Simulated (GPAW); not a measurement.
A run of GPAW 26.7.0 is set up as follows.

The input run.py:

```python
from ase.dft.bandgap import bandgap
from ase.io import read, write
from ase.units import GPa
from gpaw import GPAW, PW

atoms = read('POSCAR')

calc = GPAW(mode=PW(450),
            xc='PBE',
            kpts={'size': (8, 8, 4), 'gamma': True},
            occupations={'name': 'fermi-dirac', 'width': 0.05},
            nbands=24,
            maxiter=120,
            txt='gpaw.txt')
atoms.calc = calc
energy = atoms.get_potential_energy()
forces = atoms.get_forces()
stress = atoms.get_stress()
calc.write('gs.gpw')
write('result.traj', atoms)
print(f'Energy: {energy:.6f} eV')
print('Forces (eV/A):')
print(forces.round(4))
print('Stress (GPa):', (stress / GPa).round(3))
print('Fermi level:', round(calc.get_fermi_level(), 4), 'eV')
print(f'Gap: {bandgap(calc)[0]:.4f} eV, direct: {bandgap(calc, direct=True)[0]:.4f} eV')
```

The input POSCAR:

```
Zr
1.0
    3.2320000000      0.0000000000      0.0000000000
   -1.6160000000      2.7989941050      0.0000000000
    0.0000000000      0.0000000000      5.1470000000
Zr
2
Direct
    0.6666666667      0.3333333333      0.7500000000
    0.3333333333      0.6666666667      0.2500000000
```

Potentials or basis: GPAW PAW data sets (gpaw-data 1.2.1), pw.

Command:

```bash
$ OMP_NUM_THREADS=1 python run.py
```

Problem. Estimate the band gap on the k mesh.

Solution. None (metal or under the smearing width).

Problem. Predict the pressure.

Solution. -0.6 GPa.

Caveat: the cutoff is short for stress and forces, so pressures can be off by a GPa or more.
